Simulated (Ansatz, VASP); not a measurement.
# InAs in two plane-wave programs, part 2 of 2

Aim: how closely do two programs agree when they are given the same cell, functional and k mesh? The cell is taken from a series of runs on this material, whose earlier steps may have relaxed, scaled, displaced or heated it; both programs get it as it stands.

VASP 6.6.1 and Ansatz 0.2.0.

So far: Set-up; VASP: zone-centre phonons, LDA, pair 1.

### Step 3. Ansatz: zone-centre phonons, LDA, pair 1

Level of this step: Ansatz beside VASP: Kohn-Sham DFT, plane waves, LDA (Ansatz).

Ansatz runs on its PAW soft_1 files.

The same cell, functional (in two slightly different forms), mesh and smearing now go to Ansatz, which takes its cutoff from its data sets.

input.yaml reads:

```yaml
crystal:
  lattice:
    - [0.0, 3.0584622222, 2.8923951933]
    - [3.0584622222, 0.0, 2.8923951933]
    - [3.0584622222, 3.0584622222, 0.0]
  atoms:
    - { symbol: As, position: [0.75, 0.75, 0.75] }
    - { symbol: In, position: [0.0, 0.0, 0.0] }
kpoints:
  mp_grid: { grid: [12, 12, 12] }
hamiltonian:
  xc: lda
  pseudopotentials: { kind: paw, azcp: { folder: soft_1 }, xc_functional: pbe }
scf:
  occupations: { method: methfessel_paxton, width: 0.2 }
output:
  eigenvalues: true
phonons:
  method: dfpt
```

On the command line:

```bash
$ ansatz run input.yaml --threads 4 --pin off --max-ram 10240MiB --backend cpu --events-out ev --progress --plain --runs-dir out
```

Numbers of over 12 decimals in the logs are rounded to 6 here.

Output:

```text
zone centre: on kpoints.mp_grid the ground state, and the responses unless they are solved on pairs of k-points, stand on 280 of the mesh's 1728 k-points, reduced under 4 symmetry operations, with k and −k counted as one. Each operation leaves every solved displacement unchanged or reverses it
Engine: ansatz 0.2.0, x86_64-unknown-linux-gnu
Pseudopotentials: kind: paw
Pseudopotential: As, paw, valence charge 15, recommended cutoff 420 eV (normal), soft_1/As.paw.azcp
Pseudopotential: In, paw, valence charge 13, recommended cutoff 420 eV (normal), soft_1/In.paw.azcp
Functional definition: SPW92
  exchange = slater_x
  correlation = pw_c
Crystal: 2 atoms, lattice volume = 54.112 Å³
Basis set: ecut = 420 eV, 1057 PW (Γ), exchange–correlation on 60×60×60 points (8 copies of the dense FFT grid, shifted against one another)
Bands: 18, of which v1, the nominal top of the filled ones, is band 14 counted from 1 (13 counted from 0)
Symmetry: 8 space group operations
k-points: 280 of 1728 (irreducible under 4 space group operations, time reversal used)
Non-local potential: As, projectors of the file, l = 0: 2, l = 1: 2, l = 2: 3, l = 3: 1
Non-local potential: In, projectors of the file, l = 0: 2, l = 1: 2, l = 2: 2, l = 3: 1
PAW form: soft (Blöchl's): semilocal exchange-correlation on the pseudo side does not see the compensation charge
PAW frozen core: As, regenerated for the run's functional, and the local potential with it (the file was generated under x = pbe(κ = 0.804, μ = 0.219515), c = pbe(β = 0.066725))
PAW frozen core: In, regenerated for the run's functional, and the local potential with it (the file was generated under x = pbe(κ = 0.804, μ = 0.219515), c = pbe(β = 0.066725))
PAW one-centre angular grid: As, 590 points (default); XC on 64 Gauss nodes
PAW one-centre angular grid: In, 590 points (default); XC on 64 Gauss nodes
Initial density: superposition of atomic densities (chi_scale 0.1, normalization cell, long waves kept (reshape's long-wave potential 0.00 eV rms))
Initial wavefunctions: pseudopotential atomic-orbital guess
Functional: x = slater, c = lda
SCF iter   1: F=—  HF=-10231.419360 eV  |F-HF|=—  |Δ(HF+E_count)|=         —  Δρ=2.85e-2  dr2=3.90e-1  ethr=3.10e-3  ⟨swp⟩=5.4  Hψ=25880  notcnv=0
preconditioner: auto → none  [insulator: Δε(μ)=0.170 eV  Ē_g=14.747 eV  σ=0.200 eV  W_gap=0.65  n_scr=14 (ndim 8)  ℏωp=21.4 eV  f_vac=0.005  D(μ)=0.04/eV (n_scr^D=0)  ε∞_Penn≈3.1]
SCF iter   2: F=—  HF=-10231.307245 eV  |F-HF|=—  |Δ(HF+E_count)|=   1.12e-1  S|Δr|=    0.00e0  Δρ=1.26e-2  dr2=6.30e-2  ethr=1.39e-3  ⟨swp⟩=2.0  Hψ=8358  notcnv=0
SCF iter   3: F=—  HF=-10231.292626 eV  |F-HF|=—  |Δ(HF+E_count)|=   1.46e-2  S|Δr|=    0.00e0  Δρ=2.55e-3  dr2=7.66e-3  ethr=2.25e-4  ⟨swp⟩=2.4  Hψ=9475  notcnv=0
SCF iter   4: F=—  HF=-10231.289292 eV  |F-HF|=—  |Δ(HF+E_count)|=   3.33e-3  S|Δr|=    0.00e0  Δρ=6.79e-4  dr2=1.19e-4  ethr=2.74e-5  ⟨swp⟩=2.0  Hψ=8961  notcnv=0
SCF iter   5: F=—  HF=-10231.289320 eV  |F-HF|=—  |Δ(HF+E_count)|=   2.71e-5  S|Δr|=    0.00e0  Δρ=1.75e-4  dr2=5.64e-6  ethr=4.26e-7  ⟨swp⟩=3.0  Hψ=8978  notcnv=0
SCF iter   6: F=—  HF=-10231.289326 eV  |F-HF|=—  |Δ(HF+E_count)|=   6.17e-6  S|Δr|=    0.00e0  Δρ=1.32e-5  dr2=4.46e-8  ethr=2.02e-8  ⟨swp⟩=2.0  Hψ=8964  notcnv=0
SCF iter   7: F=—  HF=-10231.289325 eV  |F-HF|=—  |Δ(HF+E_count)|=   2.45e-7  S|Δr|=    0.00e0  Δρ=6.83e-7  dr2=8.70e-11  ethr=1.59e-10  ⟨swp⟩=2.0  Hψ=8452  notcnv=0
SCF iter   8: F=-10231.289325 eV  HF=-10231.289325 eV  |F-HF|=1.82e-12  |Δ(HF+E_count)|=  1.46e-11  S|Δr|=    0.00e0  Δρ=7.21e-8  dr2=2.04e-12  ethr=1.00e-12  ⟨swp⟩=6.6  Hψ=24563  notcnv=0
SCF 1 converged in 8 iterations: F = -10231.289325 eV  dr2 = 2.04e-12
  greatest PAW one-centre occupation: 0.999 electrons in one spin orbital (limit 2), on the As atom at site 0 (counted from 0), in its partial waves of l = 2
DFPT response loops at Γ: preconditioner auto → Kerker (q_TF=auto, 2.445 Å⁻¹) (partly filled bands, converged f_vac=0.080); β = 1.00, the filter's whole step (`scf.mixing.beta` (0.50) is not read by the response loops under this deck's `scf.mixing.preconditioner`; to damp them name `kerker` or `kerker_dos`, under which they read `scf.mixing.beta`, and type it under 1.00, their step now; both keys bind the ground state too); Broyden in place of MSR1
SCF converged after 8 iterations
Stability not checked: this state was not tested for a lower state beside it, because cold or Methfessel-Paxton smearing, or corrected tetrahedra, fill the levels in a way that the test cannot read (fill_not_monotonic; see scf.lower_state_search)
Free energy (F): -10231.289325 eV
Harris-Foulkes:  -10231.289325 eV  (|F-HF|=1.82e-12)
Internal energy: -10231.289750 eV  (E = F + TS)
E sigma→0 (E₀):  -10231.289432 eV
Entropy (-TS):   0.000424 eV (0.212 meV/atom)
Fermi energy:    7.731568 eV
Step filling:    the computed levels leave a gap of 0.1750 eV = 0.9 smearing widths at the electron count; against every level under it full and every level over it empty, smearing changes F+E_penalty+E_count by +0.191 meV and its σ→0 estimate by +0.084 meV
--- Per-component energies (eV) ---
  E_band       = -320.406005
  E_kinetic    = 318.918007
  E_local      = -3454.980192  (includes V_loc(G=0)·N_el)
  E_nonlocal   = -59.450885
  E_hartree    = 1718.683485
  E_xc         = -212.538867
  E_vxc        = -164.940827  (∫ρ·V_xc dr)
  E_paw        = -6001.873693  (= ΣΔE_a)
  E_vpaw       = -397.319100  (= ΣTr[D̂ρ^β])
  E_aug_tail   = 0.000073  (compensation charges beyond the density's cutoff)
  E_ewald      = -2542.407442
  E_core_change = 2.359764  (= ΣΔE_core)
  E_smearing   = 0.000424  (= −TS)
  E_closure    = 0.000000  (closes the sum)
  Σ components = -10231.289325   (vs F -10231.289325, Δ=0.00e0)
--- Band table (eV; the first three rows and the last of 280) ---
  k-point 0: bands = [... 10 lower, -4.4253, 7.2977, 7.5576, 7.5576, 7.8098, 11.4321, 11.5456, 11.5456]
  k-point 1: bands = [... 10 lower, -4.3493, 6.2815, 7.4537, 7.6348, 8.3995, 11.4456, 11.6777, 11.6934]
  k-point 2: bands = [... 10 lower, -4.1299, 5.0365, 7.2017, 7.4277, 8.7971, 11.7211, 11.9605, 12.1277]
  k-point 279: bands = [... 10 lower, -2.2089, 1.8534, 5.0306, 5.0306, 8.8714, 9.2725, 16.9216, 16.9216]
--- Phonons (Γ-DFPT): 4 representative perturbations + reference, on 280 of 1728 k-points (Σ response iterations 13) ---
  k mesh reduced under 4 symmetry operations, with k and −k counted as one. Each operation leaves every solved displacement unchanged or reverses it
  ASR residual: 1.899e-5 → 0.000e0 eV/Å²; symmetrization residual: 2.069e-5 eV/Å²
  ASR residual per site (eV/Å²): 5.39e-6 1.90e-5
  Γ frequencies (cm⁻¹): 0.00 0.00 0.00 213.98 217.95 217.95
  non-analytic LO–TO correction: not included (Born effective charges unavailable; polar crystals: no LO–TO splitting at Γ)
```

### Step 4. Differences

Known differences besides the potentials themselves: the two LDA forms differ slightly; the data sets hold 28 valence electrons in Ansatz (on its PAW soft_1 files) and 18 in VASP; the cutoff is 420 eV in Ansatz and 500 eV in VASP; VASP's log shows a relativistic correction to its local exchange, Ansatz's none. Total energies have different zeros and are not compared.

Compared:

| quantity | Ansatz | VASP | difference |
| --- | --- | --- | --- |
| optical mode 1 (cm⁻¹) | 214.0 | 214.6 | -0.29 % |
| optical mode 2 to 3 (cm⁻¹) | 217.9 | 218.7 | -0.34 % |

Modes are paired by rising frequency, not by their patterns, so a pair may set unlike modes beside each other; they are those without the splitting of longitudinal modes.

### Step 5. VASP: zone-centre phonons, LDA, pair 2

Second derivatives magnify differences that forces hide, and they need a tight electronic threshold. The cell compared in this pair holds 54.26 Å³, against 54.11 Å³ for the pair before.

INCAR reads:

```
SYSTEM = InAs
PREC = Accurate
ENCUT = 500
EDIFF = 1E-08
NELM = 120
ISMEAR = 1
SIGMA = 0.2
LREAL = .FALSE.
ALGO = Normal
GGA = CA
NBANDS = 15
LORBIT = 11
LWAVE = .FALSE.
LCHARG = .FALSE.
ISIF = 2
IBRION = 8
LASPH = .TRUE.
GGA_COMPAT = .FALSE.
EFERMI = MIDGAP
KPAR = 2
```

POSCAR reads:

```
InAs
1.0
    0.0000000000      3.0467498267      2.9225243099
    3.0467498267      0.0000000000      2.9225243099
    3.0467498267      3.0467498267      0.0000000000
As In
1 1
Direct
    0.7500000000      0.7500000000      0.7500000000
    0.0000000000      0.0000000000      0.0000000000
```

KPOINTS reads:

```
Automatic mesh
0
Gamma
12 12 12
0 0 0
```

Potentials, in the order of the species: As and In_d (LDA family, release 64).

On the command line:

```bash
$ mpirun -np 2 vasp_std
```

Output:

```text
[... set-up lines as in an earlier step ...]
 entering main loop
       N       E                     dE             d eps       ncg     rms          rms(c)
DAV:   1     0.111499354055E+03    0.11150E+03   -0.82035E+03  4919   0.127E+03
DAV:   2    -0.144420255070E+01   -0.11294E+03   -0.10858E+03  5275   0.302E+02
DAV:   3    -0.913321560632E+01   -0.76890E+01   -0.76471E+01  6248   0.798E+01
DAV:   4    -0.933339004584E+01   -0.20017E+00   -0.20009E+00  5922   0.143E+01
[...]
DAV:  12    -0.902175001838E+01    0.24012E-05   -0.51780E-06  7259   0.313E-02    0.702E-03
DAV:  13    -0.902175006674E+01   -0.48358E-07   -0.69740E-07  6164   0.502E-03    0.151E-03
DAV:  14    -0.902175006217E+01    0.45691E-08   -0.24662E-08  6266   0.241E-03
   1 F= -.90217501E+01 E0= -.90218937E+01  d E =0.430806E-03
 Linear response reoptimize wavefunctions to high precision
DAV:   1    -0.902175006244E+01   -0.26807E-09   -0.39126E-09  5357   0.104E-03
DAV:   2    -0.902175006255E+01   -0.10755E-09   -0.90301E-10  3489   0.241E-04
[...]
RMM:  12    -0.237676353846E+00   -0.32086E-07    0.21934E-07 30847   0.908E-05    0.661E-06
RMM:  13    -0.237676371116E+00   -0.17270E-07    0.92641E-08 30358   0.564E-05    0.440E-06
RMM:  14    -0.237676373449E+00   -0.23335E-08    0.75713E-08 28411   0.385E-05    0.571E-06
 first order change of Fermi-energy  -0.33735E-04
 force on displaced ion       2 direction 1 :  -7.864   0.000  -0.000
 Linear response progress:
  Degree of freedom:   4/  4
       N       E                     dE             d eps       ncg     rms          rms(c)
RMM:   1    -0.235144467918E+00   -0.23514E+00   -0.81086E-02 11363   0.497E+00
RMM:   2    -0.237674472398E+00   -0.25300E-02   -0.13391E-02 14204   0.105E+00    0.770E-02
RMM:   3    -0.237629954900E+00    0.44517E-04   -0.15500E-03 15487   0.322E-01    0.381E-02
RMM:   4    -0.237436735089E+00    0.19322E-03   -0.13558E-04 15740   0.104E-01    0.196E-02
[...]
RMM:  12    -0.237397568050E+00    0.22358E-07    0.53942E-08 17824   0.874E-05    0.130E-05
RMM:  13    -0.237397640546E+00   -0.72496E-07    0.25330E-08 16463   0.602E-05    0.211E-05
RMM:  14    -0.237397640821E+00   -0.27444E-09    0.13155E-08 17858   0.446E-05    0.259E-05
 first order change of Fermi-energy  -0.32118E-04
 force on displaced ion       2 direction 3 :  -0.000  -0.000  -7.674
 Linear response finished
```

OUTCAR, selected parts (step 5):

```text
  Total        0.0587421      0.0587421      0.5210361      0.0000000     -0.0000000      0.0000000
  in kB        1.7345974      1.7345974     15.3856801      0.0000000     -0.0000000      0.0000000
  external PRESSURE =       6.2849583 kB  Pullay stress =       0.0000000 kB

 POSITION                                       TOTAL-FORCE (eV/Angst)
 -----------------------------------------------------------------------------------
      4.57012      4.57012      4.38379         0.000000      0.000000      0.000000
      0.00000      0.00000      0.00000         0.000000      0.000000     -0.000000
 -----------------------------------------------------------------------------------
    total drift:                                0.000000      0.000000      0.000000

[... 1 part as in an earlier step ...]

[... 1 further part left out ...]
```

### Step 6. Ansatz: zone-centre phonons, LDA, pair 2

The same cell, functional (in two slightly different forms), mesh and smearing now go to Ansatz, which takes its cutoff from its data sets.

The cell is taken from a series of runs on this material, whose earlier steps may have relaxed, scaled, displaced or heated it; both programs get it as it stands.

input.yaml, the sections that differ from step 3:

```yaml
crystal:
  lattice:
    - [0.0, 3.0467498267, 2.9225243099]
    - [3.0467498267, 0.0, 2.9225243099]
    - [3.0467498267, 3.0467498267, 0.0]
  atoms:
    - { symbol: As, position: [0.75, 0.75, 0.75] }
    - { symbol: In, position: [0.0, 0.0, 0.0] }
# kpoints, hamiltonian, scf, output, phonons: as in step 3
```

On the command line:

```bash
$ ansatz run input.yaml --threads 4 --pin off --max-ram 10240MiB --backend cpu --events-out ev --progress --plain --runs-dir out
```

Output:

```text
[...]
Crystal: 2 atoms, lattice volume = 54.258 Å³
Basis set: ecut = 420 eV, 1049 PW (Γ), exchange–correlation on 60×60×60 points (8 copies of the dense FFT grid, shifted against one another)
Bands: 18, of which v1, the nominal top of the filled ones, is band 14 counted from 1 (13 counted from 0)
Symmetry: 8 space group operations
k-points: 280 of 1728 (irreducible under 4 space group operations, time reversal used)
[...]
k-point 1: bands = [... 10 lower, -4.3715, 6.2459, 7.4410, 7.5795, 8.3545, 11.4309, 11.6246, 11.6285]
  k-point 2: bands = [... 10 lower, -4.1531, 5.0026, 7.1947, 7.3659, 8.7543, 11.7288, 11.9168, 12.0360]
  k-point 279: bands = [... 10 lower, -2.2692, 1.7702, 5.0532, 5.0532, 8.8795, 9.3195, 16.8700, 16.8700]
[...]
ASR residual: 1.047e-4 → 0.000e0 eV/Å²; symmetrization residual: 2.103e-5 eV/Å²
  ASR residual per site (eV/Å²): 4.90e-5 1.05e-4
  Γ frequencies (cm⁻¹): 0.00 0.00 0.00 214.21 216.92 216.92
[...]
[key lines of the parts left out:]
SCF converged after 9 iterations
Free energy (F): -10231.294867 eV
Fermi energy:    7.677135 eV
```

### Step 7. Differences

What differs besides the data sets and the points named for the pairs above, as far as they apply: the data sets hold 28 valence electrons in Ansatz (on its PAW soft_1 files) and 18 in VASP. Total energies have different zeros and are not compared.

Compared:

| quantity | Ansatz | VASP | difference |
| --- | --- | --- | --- |
| optical mode 1 (cm⁻¹) | 214.2 | 214.9 | -0.31 % |
| optical mode 2 to 3 (cm⁻¹) | 216.9 | 217.6 | -0.32 % |

Modes are paired by rising frequency, not by their patterns, so a pair may set unlike modes beside each other; they are those without the splitting of longitudinal modes.

### Step 8. What came out

```
r.m.s. difference of the optical zone-centre modes, each program's sorted by frequency (zone-centre phonons, LDA, pair 1) : 0.71 cm⁻¹
r.m.s. difference of the optical zone-centre modes, each program's sorted by frequency (zone-centre phonons, LDA, pair 2) : 0.69 cm⁻¹
```

The r.m.s. difference of the optical zone-centre modes, each program's sorted by frequency is 0.71 cm⁻¹ (zone-centre phonons, LDA, pair 1). The data sets hold unlike numbers of valence electrons (28 in Ansatz and 18 in VASP), so part of the differences comes from the potentials. Such differences can come from data sets, numerical settings and the points named under the comparisons, not from the functional's error against experiment.

[Lines on the potential files, build, host, timing and source positions are cut from VASP's logs without a mark.]

[Logs are printed without paths, hosts, clocks, repeated set-up lines and the standing remarks that a program may print on its own settings, such as how far it seeks lower states.]

[Hosts, paths, dates, database ids (printed as entryN), source tags and the programs' standing remarks are cut or masked in the printed files.]
